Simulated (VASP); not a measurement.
Runs of VASP 6.6.1 on TiC. Symmetry: P-6m2, No. 187, hexagonal system. The conventional cell has a = 3.042 Å, b = 3.042 Å, c = 2.698 Å, α = 90.00°, β = 90.00°, γ = 120.00°. Ti (site symmetry -6m2) is surrounded by 6 C at 2.21 Å. Around C (site symmetry -6m2) lie 6 Ti at 2.21 Å. The cell was built by a generator and needn't be a form met in nature.

| level | gap on the mesh (eV) | pressure (GPa) | relaxed volume (Å³/atom) |
| --- | --- | --- | --- |
| optB88-vdW | none | 0.0 | 10.81 |
| optB86b-vdW | none | 0.0 | 10.69 |
| vdW-DF-cx | none | -0.1 | 10.61 |
| BEEF-vdW | none | -0.2 | 10.84 |
| optPBE-vdW | none | 0.0 | (a) |
| vdW-DF2 | none | 0.0 | 11.38 |
| vdW-DF | none | 0.1 | (b) |
| rev-vdW-DF2 | none | 0.0 | 10.69 |

Alike in all rows: task relaxation of cell and atoms; potentials or basis VASP PAW PBE potentials, release 64 (Ti_sv, C); no spin polarisation; cell relaxed; k mesh 10 × 10 × 10; cutoff (eV) 600; smearing fermi-dirac 0.05 eV.

Task: Fill in the values left out.

Result: (a) 10.92; (b) 11.15.

Caveats: the PAW data sets were made with another functional, which shifts forces and pressure a little.

A gap of «none» marks a metal or a gap under the smearing width.

Runs at the PBE level aren't shown here.
